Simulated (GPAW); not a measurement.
Write an ASE script for GPAW 26.7.0 that does the following.

```
Task                      : band structure
Functional                : vdW-DF
Potentials or basis       : GPAW PAW data sets (gpaw-data 1.2.1)
Cutoff                    : 800 eV
Basis                     : pw
k mesh                    : 7 × 7 × 7
Occupations               : fermi-dirac, width 0.05 eV
Spin                      : spin-orbit coupling, no magnetisation
Maxiter                   : 150
Band path                 : GXWKGLUWLK,UX
Band points               : 60
spin axis theta (degrees) : 54.7
spin axis phi (degrees)   : 45
Soc after scf             : second variation
```

Crystal: SrO.

```
CELL_PARAMETERS angstrom
0.00000 2.56630 2.56630
2.56630 0.00000 2.56630
2.56630 2.56630 0.00000
ATOMIC_POSITIONS crystal
Sr 0.50000 0.50000 0.50000
O 0.00000 0.00000 0.00000
```

These files were run (other wordings do the same):

run.py

```python
import numpy as np
from ase.dft.bandgap import bandgap
from ase.io import write
from ase.spacegroup import crystal
from gpaw import GPAW, PW
from gpaw.spinorbit import soc_eigenstates

# Sr 4b
# O 4a
atoms = crystal(['Sr', 'O'],
                basis=[[0.5, 0.0, 0.0],
                       [0.0, 0.0, 0.0]],
                spacegroup=225, setting=1,  # Fm-3m
                cellpar=[5.1326, 5.1326, 5.1326, 90.0, 90.0, 90.0],
                primitive_cell=True)

calc = GPAW(mode=PW(800),
            xc={'name': 'vdW-DF', 'backend': 'libvdwxc'},
            kpts={'size': (7, 7, 7), 'gamma': True},
            occupations={'name': 'fermi-dirac', 'width': 0.05},
            nbands=16,
            convergence={'density': 1e-05, 'energy': 1e-05},
            maxiter=150,
            txt='gpaw.txt')
atoms.calc = calc
energy = atoms.get_potential_energy()
forces = atoms.get_forces()
calc.write('gs.gpw')
write('result.traj', atoms)
print(f'Energy: {energy:.6f} eV')
print('Forces (eV/A):')
print(forces.round(4))
print('Fermi level:', round(calc.get_fermi_level(), 4), 'eV')
print(f'Gap: {bandgap(calc)[0]:.4f} eV, direct: {bandgap(calc, direct=True)[0]:.4f} eV')

path = atoms.cell.bandpath('GXWKGLUWLK,UX', npoints=60, eps=1e-4)
bs_calc = calc.fixed_density(kpts=path, symmetry='off', nbands=26,
                             convergence={'bands': 'CBM+6.0', 'eigenstates': 1e-6}, txt='bands.txt')
bs = bs_calc.band_structure()
bs.write('bs.json')
print(f'Gap on the path: {bandgap(bs_calc)[0]:.4f} eV')

soc = soc_eigenstates(bs_calc, theta=54.7, phi=45)
np.savetxt('soc_bands.dat', soc.eigenvalues(), fmt='%.4f')
mesh = soc_eigenstates('gs.gpw', theta=54.7, phi=45)
np.savetxt('soc_mesh.dat', mesh.eigenvalues(), fmt='%.4f')
print('Fermi level with spin-orbit coupling:', round(mesh.fermi_level, 4), 'eV')
```

Potentials or basis: GPAW PAW data sets (gpaw-data 1.2.1), pw.

Run with:

```console
$ OMP_NUM_THREADS=1 python run.py
```

Results of the run:

```
Band gap on the k mesh  : 3.63 eV, indirect (least direct gap 3.70 eV)
Band gap along the path : 3.54 eV, indirect (least direct gap 3.59 eV)
```

Caveat: spin-orbit coupling was added after a scalar SCF, so levels and gaps hold it while energy, forces, pressure and moments don't; this program's spin-orbit splittings come out too wide for heavy elements; the PAW data sets were made with another functional, which shifts forces and pressure a little; the mesh misses the band edges, which the band path finds closer together.

Wall time 26 s on 1 thread of AMD EPYC 7B13 (Zen 3), on a shared host, peak memory 0.28 GiB.
